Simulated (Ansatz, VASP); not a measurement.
VH2 in VASP and in Ansatz

File INCAR:

```
PREC = Accurate
ENCUT = 600
EDIFF = 1E-6
ISMEAR = -1
SIGMA = 0.05
LREAL = False
LASPH = True
NELM = 150
ALGO = Normal
ISIF = 3
LWAVE = False
LCHARG = False
ISPIN = 2
MAGMOM = 1.5 0 0
LORBIT = 11
LMAXMIX = 4
GGA = PS
IBRION = 2
NSW = 100
EDIFFG = -0.005
```

KPOINTS

```
regular mesh
0
Gamma
  13 13 13
```

The input POSCAR:

```
VH2
1.0
    0.0000000000      2.1909921805      2.1909921805
    2.1909921805      0.0000000000      2.1909921805
    2.1909921805      2.1909921805      0.0000000000
V H
1 2
Direct
    0.0000000000      0.0000000000      0.0000000000
    0.2500000000      0.2500000000      0.2500000000
    0.7500000000      0.7500000000      0.7500000000
```

Input for Ansatz:

```yaml
crystal:
  lattice:
    - [0.0, 2.1909921805, 2.1909921805]
    - [2.1909921805, 0.0, 2.1909921805]
    - [2.1909921805, 2.1909921805, 0.0]
  atoms:
    - { symbol: V, position: [0.0, 0.0, 0.0], spin: 1.5 }
    - { symbol: H, position: [0.25, 0.25, 0.25] }
    - { symbol: H, position: [0.75, 0.75, 0.75] }
magnetization:
  spin_polarized: true
kpoints:
  mp_grid: { grid: [13, 13, 13] }
scf:
  occupations: { method: fermi_dirac, width: 0.05 }
hamiltonian:
  xc: pbesol
  pseudopotentials: { kind: paw }
output:
  forces: true
  stress: true
  efg: { contact_densities: true }
relax:
  f_tol: 0.005
  max_steps: 80
  cell: {}
```

Alike in both runs: task relaxation of cell and atoms; functional PBEsol; k mesh 13 × 13 × 13; occupations fermi-dirac, width 0.05 eV; collinear spin.

|  | VASP | Ansatz |
| --- | --- | --- |
| version | VASP 6.6.1 | Ansatz 0.2.0 |
| potentials or method | VASP PAW PBE potentials, release 64 (V_sv, H) | PAW with Ansatz's default frozen-core files, scalar-relativistic |
| plane-wave cutoff (eV) | 600 | 420 |
| valence electrons in the cell | 15 | 15 |

|  | VASP | Ansatz | Ansatz less VASP |
| --- | --- | --- | --- |
| net moment per atom (μB) | 0.00 | 0.00 | 0.000 |
| relaxed volume (Å³/atom) | 6.03 | 6.02 | -0.009 |
| relaxed cell length with the largest relative difference (Å) | 2.946 | 2.945 | -0.0015 |
| energy change over the relaxation (meV/atom) | -74 | -75 | -0.8 |

Ansatz warned: «seeded_moment_not_kept».

Caveats: the PAW data sets were made with another functional, which shifts forces and pressure a little (VASP).
